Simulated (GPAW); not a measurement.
# Equation of state of CdTe under PBEsol+D4

```cif
data_structure
_symmetry_space_group_name_H-M 'P 1'
_symmetry_Int_Tables_number 1
_cell_length_a 4.5326
_cell_length_b 4.5326
_cell_length_c 4.5326
_cell_angle_alpha 60.000
_cell_angle_beta 60.000
_cell_angle_gamma 60.000
_cell_volume 65.84
loop_
_atom_site_label
_atom_site_type_symbol
_atom_site_fract_x
_atom_site_fract_y
_atom_site_fract_z
_atom_site_occupancy
Te1 Te 0.25000 0.25000 0.25000 1
Cd1 Cd 0.00000 0.00000 0.00000 1
```

The cell was scaled at fixed shape and fractions and run with GPAW, PAW data sets generated for this functional, cutoff 600 eV; PBEsol+D4, k mesh 6 × 6 × 6 on the cell of 2 atoms, fermi-dirac occupations of 0.05 eV, no spin polarisation, no spin-orbit coupling. Energies are those that the program minimises, any entropy of the smearing included.

| V (Å³/atom) | energy over the lowest row (meV/atom) |
| --- | --- |
| 30.9465 | 22.527 |
| 31.6050 | 10.402 |
| 32.2634 | ? |
| 32.9218 | 0.000 |
| 33.5803 | 0.752 |
| 34.2387 | 4.876 |
| 34.8972 | 12.033 |

Problem. Fit the third-order Birch-Murnaghan form, give V0, B0 and B′, and predict the energy left open.

Solution. With y = (V0/V)^(2/3), E = E0 + (9 V0 B0/16) [(y - 1)³ B′ + (y - 1)² (6 - 4y)]. Least squares through the rows shown give V0 = 33.1135 Å³/atom, E0 = -0.153 meV, B0 = 44.97 GPa (1 eV/Å³ = 160.218 GPa) and B′ = 4.79, with a largest miss of 0.006 meV. At V = 32.2634 the form with these constants gives 3.067 meV; the run gave 3.062 meV an atom. Measured volume: 34.11 Å³/atom (arxiv:cond-mat/0608141), so the fit lies -2.9 % from it. Measured modulus: 42 GPa (arxiv:2306.14539), so the fit lies +7.1 % from it. The runs are for a static lattice.

The fit gives a zinc-blende lattice that is slightly too compact and too stiff, and the two errors belong together: shorter Cd-Te bonds sit on a steeper part of the repulsive wall, so a volume that is too small usually brings a modulus that is too high. The modest modulus itself reflects long, polar sp³ bonds in an open tetrahedral network, and the positive B′ reflects the rapid growth of Pauli repulsion between closed shells, including the Cd 4d shell, under compression.

PBEsol alone usually places CdTe close to its measured volume, so the added dispersion attraction is a probable source of the contraction, though a residual error of the functional itself could also contribute. Zero-point and thermal expansion would shift both quantities towards experiment, but are probably too small to close the whole volume gap. The close prediction of the omitted energy shows that the curve is smooth and well interpolated, not that the underlying description of the bonding is equally accurate.
